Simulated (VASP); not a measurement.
**VASP 6.6.1, PBE single-point calculation, SnO2 (strained measured structure)**

INCAR

```
LASPH = .TRUE.
PREC = Accurate
ISMEAR = -1
NSW = 0
IBRION = -1
LCHARG = .FALSE.
NBANDS = 35
EDIFF = 1E-7
ENCUT = 520
LWAVE = .FALSE.
SIGMA = 0.02
NELM = 120
GGA = PE
ISIF = 2
LREAL = .FALSE.
```

KPOINTS

```
KPOINTS created by Atomic Simulation Environment
0
Gamma
6 6 8
0 0 0
```

KPOINTS_OPT

```
special points
6
Reciprocal
0.0000000000 0.0000000000 0.0000000000 1
0.0000000000 0.5000000000 0.0000000000 1
0.5000000000 0.5000000000 0.0000000000 1
0.0000000000 0.0000000000 0.5000000000 1
0.0000000000 0.5000000000 0.5000000000 1
0.5000000000 0.5000000000 0.5000000000 1
```

POSCAR

```
Sn O
 1.0000000000000000
     4.7604948910999996    0.1116336052000000    0.0000000000000000
     0.1116336052000000    4.7604948910999996    0.0000000000000000
     0.0000000000000000    0.0000000000000000    3.2001628212000002
 Sn  O
   2   4
Cartesian
 -0.0000000000000000 -0.0000000000000000  0.0000000000000000
  2.4360642481499992  2.4360642481499997  1.6000814105999999
  1.4883341586250554  1.4883341586250554  0.0000000000000000
  1.0102506239468123  3.8618778723531872  1.6000814105999999
  3.3837943376749435  3.3837943376749440  0.0000000000000000
  3.8618778723531872  1.0102506239468123  1.6000814105999999
```

VASP ran with the recommended PBE PAW datasets (52 valence electrons in the cell).

Command

```
mpirun -np 1 vasp_std
```

From OUTCAR

```
k-points           NKPTS =     65   k-points in BZ     NKDIM =     65   number of bands    NBANDS=     35

   NELECT =      52.0000    total number of electrons

   dimension x,y,z NGX =    36 NGY =   36 NGZ =   24
   dimension x,y,z NGXF=    72 NGYF=   72 NGZF=   48

  energy-cutoff  :      520.00
  volume of cell :       72.48
      direct lattice vectors                 reciprocal lattice vectors
     4.760494891  0.111633605  0.000000000     0.210177771 -0.004928669  0.000000000
     0.111633605  4.760494891  0.000000000    -0.004928669  0.210177771  0.000000000
     0.000000000  0.000000000  3.200162821     0.000000000  0.000000000  0.312484100

 k-points in reciprocal lattice and weights: KPOINTS created by Atomic Simulation Env
   0.00000000  0.00000000  0.00000000       0.003
   0.16666667  0.00000000  0.00000000       0.014
   0.33333333  0.00000000  0.00000000       0.014
   0.50000000  0.00000000  0.00000000       0.007
   0.16666667  0.16666667  0.00000000       0.007
   0.33333333  0.16666667  0.00000000       0.014
   0.50000000  0.16666667  0.00000000       0.014
  -0.33333333  0.16666667  0.00000000       0.014
   ...

 E-fermi :   6.3628

 k-point     1 :       0.0000    0.0000    0.0000
  band No.  band energies     occupation
      1     -15.1767      2.00000
      2     -14.3455      2.00000
      3     -14.1973      2.00000
      4     -14.1216      2.00000
      5     -14.0267      2.00000
      6     -13.9767      2.00000
      7     -13.9707      2.00000
      8     -13.8998      2.00000
      9     -13.8141      2.00000
     10     -13.7623      2.00000
     11     -12.8620      2.00000
     12     -11.3733      2.00000
     13     -10.7924      2.00000
     14      -9.3099      2.00000
     15      -2.1224      2.00000
     16       1.9083      2.00000
     17       1.9647      2.00000
     18       2.0070      2.00000
     19       2.9219      2.00000
     20       4.0511      2.00000
     21       4.0750      2.00000
     22       4.5224      2.00000
     23       4.9786      2.00000
     24       5.0988      2.00000
     25       5.3749      2.00000
     26       5.9898      2.00000
     27       7.0806      0.00000
     28      12.0550      0.00000
     29      12.1188      0.00000
     30      12.3741      0.00000
     31      16.3750      0.00000
     32      16.4200      0.00000
     33      17.6393      0.00000
     34      18.3418      0.00000
     35      18.5794      0.00000

 k-point     2 :       0.1667    0.0000    0.0000
  band No.  band energies     occupation
      1     -15.1331      2.00000
      2     -14.3927      2.00000
      3     -14.1956      2.00000
      4     -14.1418      2.00000
      5     -14.0238      2.00000
      6     -13.9959      2.00000
      7     -13.9669      2.00000
      8     -13.9040      2.00000
      9     -13.8154      2.00000
     10     -13.7644      2.00000
     11     -12.7807      2.00000
     12     -11.4132      2.00000
     13     -10.7643      2.00000
     14      -9.3715      2.00000
     15      -1.9421      2.00000
     16       1.4535      2.00000
     17       2.0685      2.00000
     18       2.1057      2.00000
     19       3.0750      2.00000
     20       3.8612      2.00000
     21       4.2510      2.00000
     22       4.5761      2.00000
     23       4.6574      2.00000
     24       4.9786      2.00000
     25       5.2844      2.00000
     26       5.8557      2.00000
     27       7.7857      0.00000
     28      11.7909      0.00000
     29      12.3155      0.00000
     30      12.5759      0.00000
     31      16.5952      0.00000
     32      16.6817      0.00000
     33      17.5496      0.00000
     34      18.1456      0.00000
     35      18.5472      0.00000

 k-point     3 :       0.3333    0.0000    0.0000
  band No.  band energies     occupation
      1     -15.0104      2.00000
      2     -14.5503      2.00000
      3     -14.1923      2.00000
      4     -14.1698      2.00000
      5     -14.0178      2.00000
      6     -14.0119      2.00000
      7     -13.9571      2.00000
      8     -13.9144      2.00000
      9     -13.8182      2.00000
     10     -13.7686      2.00000
     11     -12.5378      2.00000
     12     -11.7196      2.00000
     13     -10.4646      2.00000
     14      -9.6023      2.00000
     15      -1.4069      2.00000
     16       0.4704      2.00000
     17       2.3724      2.00000
     18       2.4413      2.00000
     19       3.4629      2.00000
     20       3.4849      2.00000
     21       3.8150      2.00000
     22       4.3647      2.00000
     23       4.6361      2.00000
     24       4.9767      2.00000
     25       5.3130      2.00000
     26       5.5679      2.00000
     27       9.0366      0.00000
     28      11.2394      0.00000
     29      12.6718      0.00000
     30      12.9458      0.00000
     31      16.7334      0.00000
     32      17.2710      0.00000
     33      17.4047      0.00000
     34      18.0952      0.00000
     35      18.5256      0.00000

 k-point     4 :       0.5000    0.0000    0.0000
  band No.  band energies     occupation
      1     -14.8853      2.00000
      2     -14.7011      2.00000
      3     -14.1906      2.00000
      4     -14.1775      2.00000
      5     -14.0149      2.00000
      6     -14.0147      2.00000
      7     -13.9496      2.00000
      8     -13.9221      2.00000
      9     -13.8198      2.00000
     10     -13.7707      2.00000
     11     -12.1926      2.00000
     12     -12.1204      2.00000
     13     -10.0404      2.00000
     14      -9.9728      2.00000
     15      -0.6630      2.00000
     16      -0.4532      2.00000
     17       2.6091      2.00000
     18       2.8873      2.00000
     19       3.1715      2.00000
     20       3.1989      2.00000
     21       3.8892      2.00000
     22       4.1655      2.00000
     23       4.6566      2.00000
     24       4.9749      2.00000
     25       5.3706      2.00000
     26       5.3980      2.00000
     27      10.1403      0.00000
     28      10.4216      0.00000
     29      12.9161      0.00000
     30      13.1291      0.00000
     31      16.6106      0.00000
     32      17.0700      0.00000
     33      18.2148      0.00000
     34      18.3181      0.00000
     35      18.5805      0.00000

 k-point     5 :       0.1667    0.1667    0.0000
  band No.  band energies     occupation
      1     -15.1421      2.00000
      2     -14.3957      2.00000
      3     -14.1976      2.00000
      4     -14.1660      2.00000
      5     -14.0219      2.00000
      6     -13.9875      2.00000
      7     -13.9559      2.00000
      8     -13.9153      2.00000
      9     -13.8154      2.00000
     10     -13.7623      2.00000
     11     -12.6682      2.00000
     12     -11.3973      2.00000
     13     -10.8328      2.00000
     14      -9.4672      2.00000
     15      -1.7641      2.00000
     16       1.4503      2.00000
     17       1.9677      2.00000
     18       2.1569      2.00000
     19       3.1872      2.00000
     20       3.8416      2.00000
     21       4.2052      2.00000
     22       4.2848      2.00000
     23       4.5065      2.00000
     24       4.9882      2.00000
     25       5.3571      2.00000
     26       5.7327      2.00000
     27       8.2766      0.00000
     28      11.6089      0.00000
     29      12.5002      0.00000
     30      12.6914      0.00000
     31      16.5160      0.00000
     32      16.8700      0.00000
     33      17.9571      0.00000
     34      18.0312      0.00000
     35      18.4650      0.00000

 k-point     6 :       0.3333    0.1667    0.0000
  band No.  band energies     occupation
      1     -15.0727      2.00000
      2     -14.5165      2.00000
      3     -14.1962      2.00000
      4     -14.1798      2.00000
      5     -14.0169      2.00000
      6     -13.9963      2.00000
      7     -13.9498      2.00000
      8     -13.9219      2.00000
      9     -13.8170      2.00000
     10     -13.7643      2.00000
     11     -12.3916      2.00000
     12     -11.6316      2.00000
     13     -10.6316      2.00000
     14      -9.7414      2.00000
     15      -1.2341      2.00000
     16       0.7132      2.00000
     17       2.2961      2.00000
     18       2.3655      2.00000
     19       3.5152      2.00000
     20       3.5475      2.00000
     21       3.5590      2.00000
     22       4.2791      2.00000
     23       4.5423      2.00000
     24       4.9741      2.00000
     25       5.3322      2.00000
     26       5.4743      2.00000
     27       9.3242      0.00000
     28      11.1517      0.00000
     29      12.8354      0.00000
     30      13.0207      0.00000
     31      16.4536      0.00000
     32      17.4788      0.00000
     33      17.5351      0.00000
     34      18.2672      0.00000
     35      18.4294      0.00000

 ...

  Total        3.7726159      3.7726159      4.6465988     -4.3029536      0.0000000      0.0000000
  in kB       83.3903458     83.3903458    102.7089663    -95.1129921      0.0000000      0.0000000
  external PRESSURE =      89.8298860 kB  Pullay stress =       0.0000000 kB

 POSITION                                       TOTAL-FORCE (eV/Angst)
 -----------------------------------------------------------------------------------
      0.00000      0.00000      0.00000        -0.000000     -0.000000     -0.000000
      2.43606      2.43606      1.60008         0.000000     -0.000000     -0.000000
      1.48833      1.48833      0.00000        -0.049503     -0.049503      0.000000
      1.01025      3.86188      1.60008         0.018249     -0.018249      0.000000
      3.38379      3.38379      0.00000         0.049503      0.049503     -0.000000
      3.86188      1.01025      1.60008        -0.018249      0.018249     -0.000000
 -----------------------------------------------------------------------------------
    total drift:                                0.000000      0.000000      0.000000

  FREE ENERGIE OF THE ION-ELECTRON SYSTEM (eV)
  ---------------------------------------------------
  free  energy   TOTEN  =       -37.1253504712 eV

  energy  without entropy=      -37.1253504712  energy(sigma->0) =      -37.12535047
```

```
gap between bands v and c : 1.09 eV
least direct gap          : 1.09 eV
pressure                  : 9.0 GPa
largest force             : 0.07 eV/Å
```

Band v is the last that the valence electrons fill when counted band by band, and c is the next.

The run took about 2 min on one core of a shared host (Intel Xeon Platinum 8488C) and held 0.33 GiB at most.
